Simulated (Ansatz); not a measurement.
The system is TePt.

```xyz
2
Lattice="3.5592 0.0000 0.0000 0.0000 3.5592 0.0000 0.0000 0.0000 3.5592" Properties=species:S:1:pos:R:3 pbc="T T T"
Pt    0.0000    0.0000    0.0000
Te    1.7796    1.7796    1.7796
```

Measurements of this composition are mostly on another form, of space group No. 166.

Base run:

```yaml
Program: Ansatz 0.2.0
Functional: r2SCAN
Potentials_or_basis: Ansatz PAW
Cutoff: "500 eV (not typed: the program's choice for these potentials)"
k_mesh: 8 × 8 × 8
Occupations: fermi-dirac, width 0.05 eV
Spin: no spin polarisation
Hubbard_terms: Pt d U = 3 eV
```

Its results: band gap on the k mesh none (metal or under the smearing width); pressure -10.6 GPa.

Q: After a change of settings the same cell gave: band gap on the k mesh none (metal or under the smearing width); pressure -10.0 GPa. Which change was it?
A. hubbard terms from Pt d U = 3 eV to none; hubbard projectors from ortho-atomic (the default) to none
B. hubbard terms from Pt d U = 3 eV to Pt d U = 1 eV
C. hubbard terms from Pt d U = 3 eV to Pt d U = 5 eV

A: C.

Caveats: U without spin polarisation on a metal has little footing; the PAW data sets come from PBE, with cores solved anew for the run's functional, which leaves a small shift of forces and pressure; the U is typed as a test and isn't derived for this compound; the density of states is complete only up to the lowest level of the last band computed.
